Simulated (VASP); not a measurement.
A run of VASP 6.6.1 is set up as follows.

The input INCAR:

```
SYSTEM = H12C4Cl3
  PREC = Accurate
  ENCUT = 520
  EDIFF = 1E-7
  ISMEAR = -1
  SIGMA = 0.05
  LREAL = Auto
  LASPH = .True.
  NELM = 100
  ALGO = Fast
  ISIF = 2
  LWAVE = .False.
  LCHARG = .True.
  GGA = PE
  IVDW = 12
  LELF = .True.
  LVHAR = .True.
  NBANDS = 74
```

KPOINTS

```
Automatic mesh
0
Gamma
  1 1 1
  0 0 0
```

File POSCAR:

```
H12C4Cl3
1.0
    6.7740950000      0.0000000000      0.0000000000
    0.0000000000      6.7740950000      0.0000000000
    0.0000000000      0.0000000000      6.7740950000
C H Cl
8 24 6
Direct
    0.2766864061      0.0714929448      0.1076453755
    0.4348477546      0.1576741985      0.2324443339
    0.0848379009      0.5690058967      0.6822165913
    0.5300781876      0.6035049700     -0.0143783044
    0.6930519870      0.9712293672      0.5476008234
    0.2153645616     -0.0233979594      0.5345806340
    0.6508175631      0.4059730488      0.5428178967
    0.0019781240      0.5291186498      0.0924108682
    0.2563884917     -0.0890893913      0.1193664984
    0.1167388411      0.1204884195      0.1510902932
    0.2887618198      0.1271904217     -0.0469730643
    0.3859999011      0.3122926384      0.2696005887
    0.4686825325      0.0710648433      0.3597676147
    0.5831775315      0.1708420092      0.1629295131
    0.1803931005      0.6316563320      0.7857580976
    0.1340105210      0.6037706882      0.5339753871
   -0.0622813822      0.6192118652      0.6969196623
    0.6034311594      0.4595743048     -0.0082963112
    0.4182994186      0.5869271098     -0.1315747712
    0.6360849678      0.7151656421     -0.0436515874
    0.5569157208      0.9147937843      0.4885080590
    0.7414569769      1.1002355296      0.4821160613
    0.8050817120      0.8565719849      0.5222247400
    0.1385277295      0.0716110418      0.4226394817
    0.3347901085      0.0693967238      0.5862628144
    0.2718591930     -0.1592832696      0.4854227760
    0.6350516194      0.3779988323      0.3862360950
    0.7988078112      0.4437197884      0.5981463207
    0.5953858043      0.2910499484      0.6320401471
   -0.1143178535      0.5104593307     -0.0136992469
    0.1332871771      0.6248214706      0.0660309606
    0.0472830688      0.3917276035      0.1520203068
    0.0843655130      0.3005419912      0.7371169138
    0.4286329023      0.6519985326      0.2161321918
    0.6332949272      0.9901101180      0.8017454730
    0.0657652424     -0.0643923653      0.7510671167
    0.5075659553      0.6077564605      0.5864399599
   -0.0643185547      0.6675725687      0.3143888593
```

Potentials or basis: VASP PAW PBE potentials, release 64 (C, H, Cl).

Launch:

```console
$ cat potpaw_PBE.64/C/POTCAR potpaw_PBE.64/H/POTCAR potpaw_PBE.64/Cl/POTCAR > POTCAR
$ mpirun -np 1 vasp_gam > vasp.out
```

**Question.** What does it give for the dispersion energy per atom?

**Answer.** -0.091 eV.

**Question.** Estimate the pressure.

**Answer.** 13.3 GPa.

Stress tensor (GPa, compression positive):
```
10.24 -1.04  0.99
-1.04 15.50 -0.19
 0.99 -0.19 14.27
```
